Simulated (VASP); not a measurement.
# GaAs (F-43m) in VASP: notebook

One crystal, GaAs, is run at these levels: PBEsol; tasks: single point, relaxation of cell and atoms.

Program: VASP 6.6.1. These are calculated values, not measurements. Logs are shortened: lines on timing, memory, paths and dates and some standing lists are left out, and cuts for length are marked.

**Experimental background.**

From “Evidence of valence band perturbations in GaAsN/GaAs(001): A combined variable-angle spectroscopic ellipsometry and modulated photoreflectance investigation”, 2008, arxiv:0805.2212, for a bulk crystal of GaAs at 300 K: band gap 1.412 ± 0.01 eV (direct).

How close the calculation comes is told below.

## Step 1: Starting point

Symmetry: F-43m, No. 216, cubic system. Conventional cell: a = 5.658 Å, b = 5.658 Å, c = 5.658 Å, α = 90.00°, β = 90.00°, γ = 90.00°. Ga (site symmetry -43m) has 4 As at 2.45 Å as nearest neighbours. As (site symmetry -43m) has 4 Ga at 2.45 Å as nearest neighbours.

The cell is a database's computed one.

## Step 2: Single point, PBEsol

The input, INCAR:

```
SYSTEM = GaAs
PREC = Accurate
ENCUT = 520
EDIFF = 1E-7
ISMEAR = 0
SIGMA = 0.01
LREAL = .FALSE.
LASPH = .TRUE.
NELM = 100
ALGO = Normal
ISIF = 2
LWAVE = .FALSE.
LCHARG = .FALSE.
GGA = PS
NBANDS = 16
```

The input, KPOINTS:

```
Automatic mesh
0
G
  10 10 10
  0 0 0
```

The input, POSCAR:

```
GaAs
1.0
    0.0000000000      2.8289764091      2.8289764091
    2.8289764091      0.0000000000      2.8289764091
    2.8289764091      2.8289764091      0.0000000000
Ga As
1 1
Direct
    0.0000000000      0.0000000000      0.0000000000
    0.7500000000      0.7500000000      0.7500000000
```

Potentials or basis: VASP PAW PBE potentials, release 64 (Ga_d, As).

Launch:

```sh
cat potpaw_PBE.64/Ga_d/POTCAR potpaw_PBE.64/As/POTCAR > POTCAR
mpirun -np 1 vasp_std > vasp.out
```

OUTCAR:

```text
SYSTEM = GaAs
   PREC = Accurate
   ENCUT = 520
   EDIFF = 1E-7
   ISMEAR = 0
   LREAL = .FALSE.
   LASPH = .TRUE.
   NELM = 100
   ISIF = 2
   GGA = PS

 ion  position               nearest neighbor table
   1  0.000  0.000  0.000-   2 2.45   2 2.45   2 2.45   2 2.45
   2  0.750  0.750  0.750-   1 2.45   1 2.45   1 2.45   1 2.45

  LATTYP: Found a face centered cubic cell.
 ALAT       =     5.6579528182

  Lattice vectors:

 A1 = (   0.0000000000,   2.8289764091,   2.8289764091)
 A2 = (   2.8289764091,   0.0000000000,   2.8289764091)
 A3 = (   2.8289764091,   2.8289764091,   0.0000000000)

Analysis of symmetry for initial positions (statically):
=====================================================================
 Subroutine PRICEL returns:
 Original cell was already a primitive cell.

 Routine SETGRP: Setting up the symmetry group for a
 face centered cubic supercell.

 Subroutine GETGRP returns: Found 24 space group operations
 (whereof 24 operations were pure point group operations)
 out of a pool of 48 trial point group operations.

The static configuration has the point symmetry T_d .

Analysis of symmetry for dynamics (positions and initial velocities):
=====================================================================
 Subroutine PRICEL returns:
 Original cell was already a primitive cell.

 Routine SETGRP: Setting up the symmetry group for a
 face centered cubic supercell.

 Subroutine GETGRP returns: Found 24 space group operations
 (whereof 24 operations were pure point group operations)
 out of a pool of 48 trial point group operations.

The dynamic configuration has the point symmetry T_d .

 Subroutine INISYM returns: Found 24 space group operations
 (whereof 24 operations are pure point group operations),
 and found     1 'primitive' translations

----------------------------------------------------------------------------------------

                                     Primitive cell

  volume of cell :      45.2812

  direct lattice vectors                    reciprocal lattice vectors
     0.000000000  2.828976409  2.828976409    -0.176742372  0.176742372  0.176742372
     2.828976409  0.000000000  2.828976409     0.176742372 -0.176742372  0.176742372
     2.828976409  2.828976409  0.000000000     0.176742372  0.176742372 -0.176742372

  length of vectors
     4.000776805  4.000776805  4.000776805     0.306126768  0.306126768  0.306126768

  position of ions in fractional coordinates (direct lattice)
     0.000000000  0.000000000  0.000000000
     0.750000000  0.750000000  0.750000000

  ion indices of the primitive-cell ions
   primitive index   ion index
                 1           1
                 2           2

----------------------------------------------------------------------------------------

 KPOINTS: Automatic mesh

Automatic generation of k-mesh.
 Grid dimensions read from file:
 generate k-points for:   10   10   10

 Generating k-lattice:

  Cartesian coordinates                     Fractional coordinates (reciprocal lattice)
    -0.017674237  0.017674237  0.017674237     0.100000000  0.000000000  0.000000000
     0.017674237 -0.017674237  0.017674237     0.000000000  0.100000000  0.000000000
     0.017674237  0.017674237 -0.017674237     0.000000000  0.000000000  0.100000000

  Length of vectors
     0.030612677  0.030612677  0.030612677

  Shift w.r.t. Gamma in fractional coordinates (k-lattice)
     0.000000000  0.000000000  0.000000000

 Subroutine IBZKPT returns following result:
 ===========================================

 Found     47 irreducible k-points:

 Following reciprocal coordinates:
            Coordinates               Weight
  0.000000  0.000000  0.000000      1.000000
  0.100000  0.000000  0.000000      8.000000
  0.200000  0.000000  0.000000      8.000000
  0.300000  0.000000  0.000000      8.000000
  0.400000  0.000000  0.000000      8.000000
  0.500000  0.000000  0.000000      4.000000
[... 16 lines left out ...]
  0.300000  0.300000  0.000000      6.000000
  0.400000  0.300000  0.000000     24.000000
 [... further k-points ...]
   k-points           NKPTS =     47   k-points in BZ     NKDIM =     47   number of bands    NBANDS=     16
   number of dos      NEDOS =    301   number of ions     NIONS =      2
   total plane-waves  NPLWV =  27000
   dimension x,y,z NGX =    30 NGY =   30 NGZ =   30
   dimension x,y,z NGXF=    60 NGYF=   60 NGZF=   60
   ions per type =               1   1
   NGX,Y,Z   is equivalent  to a cutoff of  12.47, 12.47, 12.47 a.u.
   NGXF,Y,Z  is equivalent  to a cutoff of  24.93, 24.93, 24.93 a.u.
 SYSTEM =  GaAs
   PREC   = accura    normal or accurate (medium, high low for compatibility)
   ISTART =      0    job   : 0-new  1-cont  2-samecut
   ICHARG =      2    charge: 1-file 2-atom 10-const
   ISPIN  =      1    spin polarized calculation?
   LNONCOLLINEAR =      F non collinear calculations
   LSORBIT =      F    spin-orbit coupling
[... 109 lines left out ...]
  band No.  band energies     occupation
      1     -11.0613      2.00000
      2     -10.9690      2.00000
      3     -10.9690      2.00000
      4     -10.9048      2.00000
      5     -10.9048      2.00000
      6      -7.4483      2.00000
[... 8 lines left out ...]
     15      14.2783      0.00000
     16      14.2783      0.00000

 k-point     6 :       0.5000    0.0000    0.0000
  band No.  band energies     occupation
      1     -11.0680      2.00000
      2     -10.9677      2.00000
      3     -10.9677      2.00000
      4     -10.9038      2.00000
      5     -10.9038      2.00000
      6      -7.1820      2.00000
[... 8 lines left out ...]
     15      15.5861      0.00000
     16      15.5861      0.00000

 k-point     7 :       0.1000    0.1000    0.0000
  band No.  band energies     occupation
      1     -11.0015      2.00000
      2     -10.9826      2.00000
      3     -10.9826      2.00000
      4     -10.9095      2.00000
      5     -10.9064      2.00000
      6      -8.7963      2.00000
[... 8 lines left out ...]
     15      12.2985      0.00000
     16      14.0480      0.00000

 k-point     8 :       0.2000    0.1000    0.0000
  band No.  band energies     occupation
      1     -11.0192      2.00000
      2     -10.9779      2.00000
      3     -10.9769      2.00000
      4     -10.9112      2.00000
      5     -10.9053      2.00000
      6      -8.5311      2.00000
[... 8 lines left out ...]
     15      13.1291      0.00000
     16      13.7278      0.00000

 k-point     9 :       0.3000    0.1000    0.0000
  band No.  band energies     occupation
      1     -11.0411      2.00000
      2     -10.9727      2.00000
      3     -10.9704      2.00000
      4     -10.9116      2.00000
      5     -10.9041      2.00000
      6      -8.0767      2.00000
[... 8 lines left out ...]
     15      13.4450      0.00000
     16      13.8581      0.00000
[... 172 lines left out ...]
 k-point    19 :       0.5000    0.2000    0.0000
  band No.  band energies     occupation
      1     -11.0748      2.00000
      2     -10.9614      2.00000
      3     -10.9565      2.00000
      4     -10.9143      2.00000
      5     -10.9018      2.00000
      6      -6.9947      2.00000
[... 8 lines left out ...]
     15      15.5510      0.00000
     16      15.6498      0.00000

 k-point    20 :      -0.4000    0.2000    0.0000
  band No.  band energies     occupation
      1     -11.0742      2.00000
      2     -10.9624      2.00000
      3     -10.9579      2.00000
      4     -10.9101      2.00000
      5     -10.9052      2.00000
      6      -6.9194      2.00000
[... 8 lines left out ...]
     15      13.7990      0.00000
     16      15.2433      0.00000

 k-point    21 :      -0.3000    0.2000    0.0000
  band No.  band energies     occupation
      1     -11.0651      2.00000
      2     -10.9644      2.00000
      3     -10.9625      2.00000
      4     -10.9090      2.00000
      5     -10.9071      2.00000
      6      -7.2973      2.00000
[... 8 lines left out ...]
     15      13.9025      0.00000
     16      15.7707      0.00000

 k-point    22 :      -0.2000    0.2000    0.0000
  band No.  band energies     occupation
      1     -11.0498      2.00000
      2     -10.9695      2.00000
      3     -10.9678      2.00000
      4     -10.9107      2.00000
      5     -10.9057      2.00000
      6      -7.8155      2.00000
[... 8 lines left out ...]
     15      14.2707      0.00000
     16      15.0164      0.00000

 k-point    23 :       0.3000    0.3000    0.0000
  band No.  band energies     occupation
      1     -11.0676      2.00000
      2     -10.9554      2.00000
      3     -10.9554      2.00000
      4     -10.9236      2.00000
      5     -10.8992      2.00000
      6      -7.6544      2.00000
[... 8 lines left out ...]
     15      15.3231      0.00000
     16      16.0895      0.00000

 k-point    24 :       0.4000    0.3000    0.0000
  band No.  band energies     occupation
      1     -11.0799      2.00000
      2     -10.9509      2.00000
      3     -10.9494      2.00000
      4     -10.9256      2.00000
      5     -10.8980      2.00000
      6      -7.2136      2.00000
[... 8 lines left out ...]
     15      16.0224      0.00000
     16      16.4913      0.00000

 [... further k-points ...]
[... 5 lines left out ...]
  --------------------------------------------------------------------------------------
  -------------------------------------------------------------------------------------
  Total        0.0546452      0.0546452      0.0546452     -0.0000000      0.0000000     -0.0000000
  in kB        1.9335026      1.9335026      1.9335026     -0.0000000      0.0000000     -0.0000000
  external PRESSURE =       1.9335026 kB  Pullay stress =       0.0000000 kB

 VOLUME and BASIS-vectors are now :
 -----------------------------------------------------------------------------
  energy-cutoff  :      520.00
  volume of cell :       45.28
      direct lattice vectors                 reciprocal lattice vectors
     0.000000000  2.828976409  2.828976409    -0.176742372  0.176742372  0.176742372
     2.828976409  0.000000000  2.828976409     0.176742372 -0.176742372  0.176742372
     2.828976409  2.828976409  0.000000000     0.176742372  0.176742372 -0.176742372

 POSITION                                       TOTAL-FORCE (eV/Angst)
 -----------------------------------------------------------------------------------
      0.00000      0.00000      0.00000        -0.000000     -0.000000     -0.000000
      4.24346      4.24346      4.24346         0.000000      0.000000      0.000000
 -----------------------------------------------------------------------------------
    total drift:                               -0.000000     -0.000000     -0.000000

  FREE ENERGIE OF THE ION-ELECTRON SYSTEM (eV)
  ---------------------------------------------------
  free  energy   TOTEN  =        -9.0914997288 eV

  energy  without entropy=       -9.0914997288  energy(sigma->0) =       -9.09149973
```

Run time: 18 s. Hardware: 1 thread of Intel Xeon Platinum 8488C (Sapphire Rapids), shared host; peak memory 0.18 GiB.

What came out:

| Quantity | Value |
| --- | --- |
| Free energy | -9.0915 eV |
| Pressure | 0.2 GPa |
| Band gap on the k mesh | 0.44 eV, direct |

Levels at points of the mesh, in eV from the valence-band top:
| k point | band 6 | band 7 | band 8 | band 9 | band 10 | band 11 | band 12 | band 13 |
| --- | --- | --- | --- | --- | --- | --- | --- | --- |
| (0.00, 0.00, 0.00) | -12.74 | 0.00 | 0.00 | 0.00 | 0.44 | 3.69 | 3.69 | 3.69 |
| (0.50, 0.00, 0.00) | -10.96 | -6.67 | -1.14 | -1.14 | 0.92 | 4.58 | 4.58 | 7.58 |
| (0.50, 0.50, 0.00) | -10.22 | -6.84 | -2.69 | -2.69 | 1.35 | 1.57 | 10.11 | 10.11 |

Caveat: the PAW data sets were made with another functional, which shifts forces and pressure a little.

## Step 3: Relaxation of cell and atoms, PBEsol

This run uses another cell than the first one, of 23.77 Å³/atom, 1.050 times its volume.

The input, INCAR:

```
SYSTEM = GaAs
PREC = Accurate ; ENCUT = 600
EDIFF = 1E-7 ; ISMEAR = 0
SIGMA = 0.01 ; LREAL = .False.
LASPH = .True. ; NELM = 100
ALGO = Normal ; ISIF = 3
LWAVE = .False. ; LCHARG = .False.
GGA = PS ; IBRION = 2
NSW = 100 ; EDIFFG = -0.005
```

The input, KPOINTS:

```
regular mesh
0
Gamma
  10 10 10
  0 0 0
```

The input, POSCAR:

```
GaAs
1.0
    0.0000000000      2.8750910500      2.8750910500
    2.8750910500      0.0000000000      2.8750910500
    2.8750910500      2.8750910500      0.0000000000
Ga As
1 1
Direct
    0.0000000000      0.0000000000      0.0000000000
    0.7500000000      0.7500000000      0.7500000000
```

Potentials or basis: VASP PAW PBE potentials, release 64 (Ga_d, As).

Launch:

```sh
cat potpaw_PBE.64/Ga_d/POTCAR potpaw_PBE.64/As/POTCAR > POTCAR
mpirun -np 1 vasp_std > vasp.out
```

It took 31 s on 1 thread of Intel Xeon Platinum 8488C (Sapphire Rapids), shared host; peak memory 0.21 GiB.

The run converged. Its results:

| Property | Result |
| --- | --- |
| Free energy | -9.0918 eV |
| Relaxed volume | 22.70 Å³/atom |
| Relaxed cell | a = 4.004 Å, b = 4.004 Å, c = 4.004 Å, α = 60.00°, β = 60.00°, γ = 60.00° |
| Space group after relaxing (to 0.05 Å) | F-43m (No. 216) |
| Energy gained by relaxing | 9.9 meV/atom |
| Ionic steps | 3 |
| Pressure after relaxing | 0.0 GPa |
| Band gap on the k mesh | 0.42 eV, direct |

The path:
```
step  energy change (eV)  largest force (eV/Å)  pressure (GPa)  volume (Å³)
   1              0.0000                0.0000           -2.88        47.53
   2             -0.0172                0.0000            1.18        44.65
   3             -0.0199                0.0000            0.00        45.40
```

Final structure:
```
Ga As
1.0
     0.00000    2.83143    2.83143
     2.83143    0.00000    2.83143
     2.83143    2.83143    0.00000
Ga As
1 1
Direct
  0.00000 0.00000 0.00000
  0.75000 0.75000 0.75000
```

Levels at points of the mesh, in eV from the valence-band top:
| k point | band 5 | band 6 | band 7 | band 8 | band 9 | band 10 | band 11 | band 12 | band 13 |
| --- | --- | --- | --- | --- | --- | --- | --- | --- | --- |
| (0.00, 0.00, 0.00) | -14.69 | -12.72 | 0.00 | 0.00 | 0.00 | 0.42 | 3.69 | 3.69 | 3.69 |
| (0.50, 0.00, 0.00) | -14.68 | -10.95 | -6.65 | -1.14 | -1.14 | 0.92 | 4.58 | 4.58 | 7.58 |
| (0.50, 0.50, 0.00) | -14.67 | -10.22 | -6.83 | -2.68 | -2.68 | 1.36 | 1.57 | 10.09 | 10.09 |

Caveat: the PAW data sets were made with another functional, which shifts forces and pressure a little. A k mesh can miss the band edges.

## Step 4: Single point, PBEsol (the perfect crystal in a cell of 32 atoms)

The input, INCAR:

```
PREC     = Accurate       # precision mode
ENCUT    = 520            # plane-wave cutoff, eV
EDIFF    = 1E-7           # SCF threshold, eV
ISMEAR   = 0              # smearing method
SIGMA    = 0.02           # smearing width, eV
LREAL    = Auto         
LASPH    = T              # aspherical terms in the spheres
NELM     = 100            # most SCF steps
ALGO     = Fast           # electronic algorithm
ISIF     = 2              # what is computed and relaxed
LWAVE    = F              # write WAVECAR
LCHARG   = F              # write CHGCAR
GGA      = PS             # functional
NBANDS   = 166            # bands
```

The input, KPOINTS:

```
Automatic mesh
0
Gamma
  3 3 3
```

The input, POSCAR:

```
GaAs
1.0
   -5.6579528183      5.6579528183     -5.6579528183
    5.6579528183      5.6579528183      5.6579528183
    5.6579528183     -5.6579528183     -5.6579528183
Ga As
16 16
Direct
    0.2500000000      0.7500000000      0.0000000000
    0.0000000000      0.0000000000      0.0000000000
    0.5000000000      0.7500000000      0.7500000000
    0.7500000000      0.2500000000      0.0000000000
    0.2500000000      0.0000000000      0.7500000000
    0.5000000000      0.5000000000      0.0000000000
    0.0000000000      0.2500000000      0.7500000000
    0.7500000000      0.7500000000      0.5000000000
    0.5000000000      0.0000000000      0.5000000000
    0.7500000000      0.5000000000      0.7500000000
    0.0000000000      0.7500000000      0.2500000000
    0.2500000000      0.2500000000      0.5000000000
    0.0000000000      0.5000000000      0.5000000000
    0.7500000000      0.0000000000      0.2500000000
    0.5000000000      0.2500000000      0.2500000000
    0.2500000000      0.5000000000      0.2500000000
    0.2500000000      0.7500000000      0.7500000000
    0.0000000000      0.0000000000      0.7500000000
    0.5000000000      0.7500000000      0.5000000000
    0.7500000000      0.2500000000      0.7500000000
    0.2500000000      0.0000000000      0.5000000000
    0.5000000000      0.5000000000      0.7500000000
    0.0000000000      0.2500000000      0.5000000000
    0.7500000000      0.7500000000      0.2500000000
    0.5000000000      0.0000000000      0.2500000000
    0.7500000000      0.5000000000      0.5000000000
    0.0000000000      0.7500000000      0.0000000000
    0.2500000000      0.2500000000      0.2500000000
    0.0000000000      0.5000000000      0.2500000000
    0.7500000000      0.0000000000      0.0000000000
    0.5000000000      0.2500000000      0.0000000000
    0.2500000000      0.5000000000      0.0000000000
```

Launch:

```sh
cat potpaw_PBE.64/Ga_d/POTCAR potpaw_PBE.64/As/POTCAR > POTCAR
mpirun -np 1 vasp_std > vasp.out
```

Run time: 19 min. Hardware: 1 thread of Intel Xeon Platinum 8488C (Sapphire Rapids), shared host; peak memory 1.1 GiB.

It converged, with:

```yaml
Free_energy: -145.4708 eV
Pressure: 0.2 GPa
Band_gap_on_the_k_mesh: 0.44 eV
```

Levels at points of the mesh, in eV from the valence-band top:
```tsv
k point	band 141	band 142	band 143	band 144	band 145	band 146	band 147	band 148
(0.00, 0.00, 0.00)	-1.23	0.00	0.00	0.00	0.44	1.35	1.35	1.35
```

Caveat: the PAW data sets were made with another functional, which shifts forces and pressure a little.

## Step 5: Summary

| task | cell | k mesh | cutoff (eV) | smearing | gap on the mesh (eV) | pressure (GPa) |
| --- | --- | --- | --- | --- | --- | --- |
| single point | F-43m, 22.64 Å³/atom | 10 × 10 × 10 | 520 | gaussian 0.01 eV | 0.44 | 0.2 |
| relaxation of cell and atoms | relaxed | 10 × 10 × 10 | 600 | gaussian 0.01 eV | 0.42 | 0.0 |
| single point | the perfect crystal in a cell of 32 atoms | 3 × 3 × 3 | 520 | gaussian 0.02 eV | 0.44 | 0.2 |

Alike in all rows: level PBEsol; potentials or basis VASP PAW PBE potentials, release 64 (Ga_d, As); no spin polarisation.

Caveats: the PAW data sets were made with another functional, which shifts forces and pressure a little.

Total energies depend on the potentials used, so only differences within one code and one set of settings carry meaning.

## Step 6: Comparison with measurements

Step 2. Against the measured gap of GaAs, 1.412 eV (direct; 300 K; “Evidence of valence band perturbations in GaAsN/GaAs(001): A combined variable-angle spectroscopic ellipsometry and modulated photoreflectance investigation”, 2008, arxiv:0805.2212), the calculated 0.44 eV is off by -0.97 eV. 3 values of this kind are on record (1.412 to 1.51 eV); this one was drawn at random among those near their median, those with a stated uncertainty first. Spin-orbit coupling on As, Ga is left out. The value is that of PBEsol on a finite k mesh, which can miss the band edges, without temperature or zero-point motion. Semilocal functionals fall short of measured gaps as a rule. The cell is a database's relaxed one, not the measured one, which moves gaps too.
